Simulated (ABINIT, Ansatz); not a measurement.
# GaAs (F-43m): Raman and infrared activity, part 3 of 3

Wanted: vibrational spectra of GaAs (F-43m) from linear and non-linear response.

ABINIT 10.8.3; DFT LDA, scalar-relativistic, plane waves, HGH norm-conserving pseudopotentials.

So far, highest optical zone-centre mode (no LO-TO term) (cm⁻¹): step 6 (zone-centre analysis) 272; step 7 (ASR 0, chneut 0) 272.

**8. Cross-check with Ansatz**

The same cell goes through another code, with its own cutoff. The potentials differ.

This step: DFT LDA, scalar-relativistic, plane waves, PseudoDojo norm-conserving pseudopotentials (Ansatz 0.2.0).

Contents of input.yaml:

```yaml
crystal:
  lattice:
    - [0.0, 2.7639006547, 2.7639006547]
    - [2.7639006547, 0.0, 2.7639006547]
    - [2.7639006547, 2.7639006547, 0.0]
  atoms:
    - { symbol: Ga, position: [0.0, 0.0, 0.0] }
    - { symbol: As, position: [0.25, 0.25, 0.25] }
kpoints:
  mp_grid: { grid: [12, 12, 12] }
hamiltonian:
  xc: lda
  pseudopotentials: { kind: nc, accuracy: standard }
scf:
  occupations: { method: fixed }
output:
  eigenvalues: true
phonons:
  method: dfpt
  dielectric: true
  rigid_motions: translations
  raman: true
```

Command:

```sh
$ ansatz run input.yaml --threads 8 --pin off --max-ram 16384MiB --backend cpu --events-out ev --progress --plain --runs-dir out
```

Output:

```text
Engine: ansatz 0.2.0, aarch64-unknown-linux-gnu
Pseudopotentials: kind: nc
Pseudopotential: Ga, nc, valence charge 13, recommended cutoff 1088.45545 eV (normal), Ga.nc.azcp (PseudoDojo's, or run here from an input of PseudoDojo's; its table is named by hamiltonian.pseudopotentials.accuracy)
Pseudopotential: As, nc, valence charge 15, recommended cutoff 1088.45545 eV (normal), As.nc.azcp (PseudoDojo's, or run here from an input of PseudoDojo's; its table is named by hamiltonian.pseudopotentials.accuracy)
Functional definition: SPW92
  exchange = slater_x
  correlation = pw_c
Crystal: 2 atoms, lattice volume = 42.228 Å³
Basis set: ecut = 1088.45545 eV, 3479 PW (Γ), exchange–correlation on 90×90×90 points (8 copies of the dense FFT grid, shifted against one another)
Bands: 18, of which v1, the nominal top of the filled ones, is band 14 counted from 1 (13 counted from 0)
Symmetry: 24 space group operations
k-points: 280 of 1728 (irreducible under 4 space group operations, time reversal used)
Non-local potential: Ga, projectors of the file, l = 0: 2, l = 1: 2, l = 2: 2
Non-local potential: As, projectors of the file, l = 0: 2, l = 1: 2, l = 2: 2
Initial density: superposition of atomic densities (chi_scale 0.1, normalization cell, long waves kept (reshape's long-wave potential 0.00 eV rms))
Initial wavefunctions: pseudopotential atomic-orbital guess
Functional: x = slater, c = lda
SCF iter   1: F=—  HF=-4962.474536 eV  |F-HF|=—  |Δ(HF+E_count)|=         —  Δρ=3.76e-2  dr2=4.53e-1  ethr=3.10e-3  ⟨swp⟩=4.6  Hψ=21467  notcnv=0  defer=530
preconditioner: auto → none  [insulator: Δε(μ)=0.862 eV  Ē_g=16.042 eV  n_scr=14 (ndim 8)  ℏωp=24.2 eV  f_vac=0.000  ε∞_Penn≈3.3]
SCF iter   2: F=—  HF=-4962.338369 eV  |F-HF|=—  |Δ(HF+E_count)|=   1.36e-1  Δρ=1.56e-2  dr2=7.50e-2  ethr=1.62e-3  ⟨swp⟩=2.0  Hψ=7864  notcnv=0  defer=535
SCF iter   3: F=—  HF=-4962.319006 eV  |F-HF|=—  |Δ(HF+E_count)|=   1.94e-2  Δρ=3.37e-3  dr2=3.42e-3  ethr=2.68e-4  ⟨swp⟩=3.0  Hψ=9552  notcnv=0  defer=541
SCF iter   4: F=—  HF=-4962.317775 eV  |F-HF|=—  |Δ(HF+E_count)|=   1.23e-3  Δρ=1.21e-3  dr2=1.47e-4  ethr=1.22e-5  ⟨swp⟩=3.1  Hψ=8084  notcnv=0  defer=544
SCF iter   5: F=—  HF=-4962.317742 eV  |F-HF|=—  |Δ(HF+E_count)|=   3.31e-5  Δρ=1.15e-4  dr2=2.72e-6  ethr=5.26e-7  ⟨swp⟩=2.4  Hψ=7855  notcnv=0  defer=544
SCF iter   6: F=—  HF=-4962.317842 eV  |F-HF|=—  |Δ(HF+E_count)|=   9.98e-5  Δρ=2.00e-5  dr2=6.39e-8  ethr=9.71e-9  ⟨swp⟩=2.1  Hψ=8864  notcnv=0  defer=538
SCF iter   7: F=—  HF=-4962.317842 eV  |F-HF|=—  |Δ(HF+E_count)|=   1.15e-8  Δρ=3.56e-6  dr2=1.76e-9  ethr=2.28e-10  ⟨swp⟩=2.0  Hψ=7560  notcnv=0  defer=538
SCF iter   8: F=-4962.317842 eV  HF=-4962.317842 eV  |F-HF|=1.46e-11  |Δ(HF+E_count)|=  2.18e-11  Δρ=1.04e-6  dr2=8.62e-11  ethr=1.00e-12  ⟨swp⟩=9.7  Hψ=33837  notcnv=0
SCF 1 converged in 8 iterations: F = -4962.317842 eV  dr2 = 8.62e-11
NSCF: frozen V_eff on 1 k-points
DFPT response loops at Γ: preconditioner auto → none (the input reference at scf.mixing.eps_inf says where Resta's filter doesn't serve); β = 0.50; Broyden in place of MSR1
── the response to a field inside a basis, on 14×14×14 k-points: an SCF that follows is theirs, and a resumed run solves both again ──
Bands: 15, of which v1, the nominal top of the filled ones, is band 14 counted from 1 (13 counted from 0)
k-points: 280
Initial density: handed on by an earlier stage of this run
Initial wavefunctions: pseudopotential atomic-orbital guess (no wavefunctions were taken with the density)
Eigensolver: Dense (280 Hₖ)
SCF iter   1: F=—  HF=-4962.308671 eV  |F-HF|=—  |Δ(HF+E_count)|=         —  Δρ=1.38e-4  dr2=8.99e-7  ethr=1.00e-1
preconditioner: auto → none  [insulator: Δε(μ)=0.825 eV  Ē_g=13.299 eV  n_scr=14 (ndim 8)  ℏωp=24.2 eV  f_vac=0.056  ε∞_Penn≈4.3]
SCF iter   2: F=—  HF=-4962.308671 eV  |F-HF|=—  |Δ(HF+E_count)|=   2.16e-7  Δρ=6.71e-5  dr2=1.63e-7  ethr=3.21e-9
SCF iter   3: F=—  HF=-4962.308671 eV  |F-HF|=—  |Δ(HF+E_count)|=   1.16e-7  Δρ=8.90e-6  dr2=3.82e-9  ethr=5.83e-10
SCF iter   4: F=—  HF=-4962.308671 eV  |F-HF|=—  |Δ(HF+E_count)|=   1.89e-9  Δρ=5.85e-7  dr2=2.07e-10  ethr=1.36e-11
SCF iter   5: F=-4962.308671 eV  HF=-4962.308671 eV  |F-HF|=7.28e-12  |Δ(HF+E_count)|=  7.28e-11  Δρ=1.71e-7  dr2=7.53e-12  ethr=1.00e-12
SCF 1 converged in 5 iterations: F = -4962.308671 eV  dr2 = 7.53e-12
DFPT response loops at Γ: mixed as the last ones told, above
DFPT response loops at Γ: mixed as the last ones told, above
WARN: field response: ε∞ stands inside a basis, on 14×14×14 points; the force constants stand on the 12×12×12 k-mesh, whose period is 9.98 times the interband length at k = (0.0000, 0.0000, 0.0000), direct gap 0.797 eV, under 14: take them and everything formed from them as unconverged, and compare with a denser kpoints.mp_grid
SCF converged after 8 iterations
Free energy (F): -4962.317842 eV
Harris-Foulkes:  -4962.317842 eV  (|F-HF|=1.46e-11)
Internal energy: -4962.317842 eV  (E = F + TS)
E sigma→0 (E₀):  -4962.317842 eV
Fermi energy:    9.474943 eV
--- Per-component energies (eV) ---
  E_band       = -283.437368
  E_kinetic    = 3771.628978
  E_local      = -3882.549864  (includes V_loc(G=0)·N_el)
  E_nonlocal   = -2416.788815
  E_hartree    = 1522.789270
  E_xc         = -1197.204626
  E_vxc        = -801.306242  (∫ρ·V_xc dr)
  E_ewald      = -2760.192784
  E_smearing   = -0.000000  (= −TS)
  E_closure    = -0.000000  (closes the sum)
  Σ components = -4962.317842   (vs F -4962.317842, Δ=0.00e0)
--- Band table (eV; the first three rows and the last of 280) ---
  k-point 0: bands = [... 10 lower, -3.8148, 9.4749, 9.4749, 9.4749, 10.2716, 13.1861, 13.1861, 13.1861]
  k-point 1: bands = [... 10 lower, -3.7243, 8.2650, 9.3476, 9.3476, 11.0484, 13.3709, 13.3712, 13.3712]
  k-point 2: bands = [... 10 lower, -3.4614, 6.6663, 9.0518, 9.0518, 11.2412, 13.7787, 13.7787, 14.2785]
  k-point 279: bands = [... 10 lower, -0.9422, 2.4886, 5.5934, 5.7840, 14.1592, 14.3311, 15.0043, 15.4704]
--- Phonons (Γ-DFPT): 2 representative perturbations + reference, on 280 of 1728 k-points (Σ response iterations 7) ---
  k mesh reduced under 4 symmetry operations, with k and −k counted as one. Each operation leaves every solved perturbation unchanged. A smaller set is not considered because the run solves the response to a homogeneous field
  ASR residual: 3.989e-4 → 0.000e0 eV/Å²; symmetrization residual: 1.480e-6 eV/Å²
  ASR residual per site (eV/Å²): 3.99e-4 3.35e-4
  Γ frequencies (cm⁻¹): 0.00 0.00 0.00 282.31 282.31 282.31
  ε∞ (high-frequency dielectric tensor):
       13.006005     0.000000    -0.000000
        0.000000    13.006005     0.000000
       -0.000000     0.000000    13.006005
  ε⁰ (static dielectric tensor: ions relaxed, cell fixed):
       14.591936    -0.000000     0.000000
       -0.000000    14.591936     0.000000
        0.000000     0.000000    14.591936
  ε⁰ − ε∞ (ionic part):
        1.585931    -0.000000     0.000000
       -0.000000     1.585931     0.000000
        0.000000     0.000000     1.585931
  softest optical mode at Γ: 282.31 cm⁻¹; the repairs (sum rule, projections) moved no ω² at Γ by more than (1.26 cm⁻¹)²
  Born effective charges Z* (e; rows j = field, columns β = displacement):
    site 0:
         1.97920    0.00000    0.00000
        -0.00000    1.97920    0.00000
         0.00000    0.00000    1.97920
    site 1:
        -1.97920   -0.00000   -0.00000
         0.00000   -1.97920   -0.00000
        -0.00000   -0.00000   -1.97920
  Z* charge neutrality: 8.072e-4 e pre-enforcement
  solved inside a basis spanned on kpoints, on 14×14×14 k-points transformed towards the longest dipole: ε∞ is read to err by 3.8e-2, Z* by 1.6e-2 e (field_mesh: kpoints solves on kpoints); Z* is corrected for what the basis lacks
  Raman tensors (in the event stream and the table raman_tensors.tsv): an entry may err by 1.9e-2 Å², one of the second-order susceptibility by 1.6e-1 pm/V (basis, points and sum rule); their sum over the sites missed zero by 1.244e-4 Å² ahead of its enforcement
  optical modes at Γ without the LO–TO term, one row a degenerate level:
      ω (cm⁻¹)  modes    IR ((D/Å)²/amu)  static Raman (Å⁴/amu)  depolarisation
        282.31      3             7.5072              1321.3966           0.750
  optical modes at Γ + LO–TO along q̂ = [1.0000, 0.0000, 0.0000]:
      ω (cm⁻¹)  modes    IR ((D/Å)²/amu)  static Raman (Å⁴/amu)  depolarisation
        282.31      2             5.0048               880.9311           0.750
        299.02      1             2.5024               825.0270           0.750
  optical modes at Γ + LO–TO along q̂ = [0.0000, 1.0000, 0.0000]:
      ω (cm⁻¹)  modes    IR ((D/Å)²/amu)  static Raman (Å⁴/amu)  depolarisation
        282.31      2             5.0048               880.9311           0.750
        299.02      1             2.5024               825.0270           0.750
  optical modes at Γ + LO–TO along q̂ = [0.0000, 0.0000, 1.0000]:
      ω (cm⁻¹)  modes    IR ((D/Å)²/amu)  static Raman (Å⁴/amu)  depolarisation
        282.31      2             5.0048               880.9311           0.750
        299.02      1             2.5024               825.0270           0.750
```

Wall time 7.9 min (8 threads of Arm Neoverse N1, shared host); peak memory 2.8 GiB.

Numbers from this step:

- gap on the k-mesh: 0.7967 eV
- sum-rule residual before enforcement: 3.99e-4 eV/Å²
- miss of the charge sum rule: 8.07e-4 e
- estimated error of the dielectric tensor: 0.03828
- estimated error of the Born charges: 0.01603 e
- highest optical zone-centre mode (no LO-TO term): 282.3 cm⁻¹
- lowest optical zone-centre mode: 282.3 cm⁻¹
- mean high-frequency dielectric constant: 13.01
- largest Born charge in size (third of the trace): 1.979 e
- mean static dielectric constant: 14.59
- highest mode moved by the LO-TO term: 299.0 cm⁻¹

Transverse modes. Infrared lines, with heights relative to the strongest:

| position (cm⁻¹) | label | IR intensity ((D/Å)²/amu), degenerate modes summed, relative |
| --- | --- | --- |
| 282 | T2 | 100 |

Activity x (w_L - w)^4 (n + 1)/w, 532 nm, 300 K. Lines of the Raman spectrum (strongest = 100):

| position (cm⁻¹) | label | Stokes intensity, strongest 100 |
| --- | --- | --- |
| 282 | T2 | 100 |

The log warns that the force constants on this k mesh are to be taken as unconverged.

**9. Side by side: ABINIT HGH and Ansatz, PseudoDojo**

Worked out from the results:

```yaml
root_mean_square_difference: 10.6 cm⁻¹
largest_difference: 10.6 cm⁻¹
```

Optical modes, paired by symmetry label. Frequencies side by side, by row:

| q (reciprocal lattice) | mode | ABINIT HGH (cm⁻¹) | Ansatz, PseudoDojo (cm⁻¹) |
| --- | --- | --- | --- |
| 0 0 0 | 4 | 271.7 | 282.3 |
| 0 0 0 | 5 | 271.7 | 282.3 |
| 0 0 0 | 6 | 271.7 | 282.3 |

The two runs side by side. Further quantities:

| quantity | ABINIT HGH | Ansatz, PseudoDojo |
| --- | --- | --- |
| mean ε∞ | 12.79 | 13.01 |
| largest Born charge in size (e; the first before, the second after the charge sum rule) | 2.028 | 1.979 |
| summed IR intensity ((D/Å)²/amu) | 7.771 | 7.507 |
| summed Raman activity (Å⁴/amu) | 1481 | 1321 |

At the zone centre the largest difference (acoustic modes at Γ apart) is 4 % of the highest mode; the summed Raman activity differs by 12 %.

**10. Summary of results**

| Property | Result |
| --- | --- |
| space group after relaxation | F-43m |
| volume per atom | 21.1 Å³ |
| highest optical zone-centre mode (no LO-TO term) | 271.7 cm⁻¹ |
| highest mode moved by the LO-TO term | 289.9 cm⁻¹ |
| mean high-frequency dielectric constant | 12.8 |
| largest Born charge in size (third of the trace) | 2.03 e |
| mean static dielectric constant | 14.6 |
| imaginary optical modes at the zone centre (no q mesh in this session) | none |
| largest difference from Ansatz, PseudoDojo | 10.6 cm⁻¹ |

**Reading.** The largest Raman activity of GaAs (F-43m) lies at 272 cm⁻¹ and the strongest infrared line at 272 cm⁻¹ (transverse modes). At the LDA level the optical modes of GaAs (F-43m) at the zone centre (no LO-TO term) lie at 272 cm⁻¹. Along the directions run, the highest mode that the macroscopic field moves lies at 290 cm⁻¹. Lattice motion raises the mean dielectric constant from 12.79 to 14.56. The Raman intensities rest on static tensors of the transverse modes; green light lies near or above this gap, where resonance changes them. The Born charge of Ga is 1.999 e against a formal charge of +3: moving the atom carries less polarisation than a rigid ion would, as is usual in tetrahedral, largely covalent crystals. The Lyddane-Sachs-Teller relation holds: (ωLO/ωTO)² is 1.14 and ε₀/ε∞ is 1.14. ABINIT HGH and Ansatz, PseudoDojo differ by 10.6 cm⁻¹ in the root mean square and by 10.6 cm⁻¹ at most, 3.9 % of the highest mode compared (acoustic modes at Γ left out); the two use different potentials, and the cell was not relaxed for the second set. These are harmonic frequencies at zero temperature: anharmonic shifts and linewidths and thermal expansion are left out. The HGH files keep few electrons and have no core correction, which is cheap but rough for As and Ga. Ansatz's log warns that force constants on this k mesh are to be taken as unconverged, an error that the frequencies of both programs share.

[Host names and launcher messages were left out of these logs when they were recorded.]

[Logs are printed without paths, hosts, clocks, repeated set-up lines and the standing remarks that a program may print on its own settings, such as how far it seeks lower states.]

[Hosts, paths, dates, database ids (printed as entryN), source tags and the programs' standing remarks are cut or masked in the printed files.]
